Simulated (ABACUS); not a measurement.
InAs:

```
CELL_PARAMETERS angstrom
0.00000 3.01800 3.01800
3.01800 0.00000 3.01800
3.01800 3.01800 0.00000
ATOMIC_POSITIONS crystal
In 0.00000 0.00000 0.00000
As 0.75000 0.75000 0.75000
```

```yaml
Program: ABACUS 3.10.1
Task: relaxation of cell and atoms
Functional: BLYP
Potentials_or_basis: PseudoDojo NC SR 0.5 PBE standard
Cutoff: 1143 eV
Density_cutoff: 4572 eV
Basis: plane waves
k_mesh: 6 × 6 × 6
Occupations: fermi-dirac, width 0.05 eV
Spin: no spin polarisation
```

At the start: pressure 7.3 GPa; volume 27.49 Å³/atom.

How do energy, volume and symmetry change on relaxing?

Over 4 steps the energy falls by 74.8 meV/atom and the volume is 31.07 Å³/atom (+13.0 %); space group F-43m (No. 216, to 0.05 Å).

The path:
```
step  energy change (eV)  largest force (eV/Å)  pressure (GPa)  volume (Å³)
   1              0.0000                0.0000            7.31        54.98
   2             -0.1143                0.0000           -2.93        65.98
   3             -0.1496                0.0000            0.05        62.08
   4             -0.1496                0.0000            0.02        62.14
```

Final structure:
```xyz
2
Lattice="0.0000 3.1437 3.1437 3.1437 0.0000 3.1437 3.1437 3.1437 0.0000" Properties=species:S:1:pos:R:3 pbc="T T T"
In    0.0000    0.0000    0.0000
As    4.7156    4.7156    4.7156
```

Caveat: the potentials were made for another functional, which shifts forces and pressure; the volume moved by +13 % from the deposited cell, more than functionals usually miss.
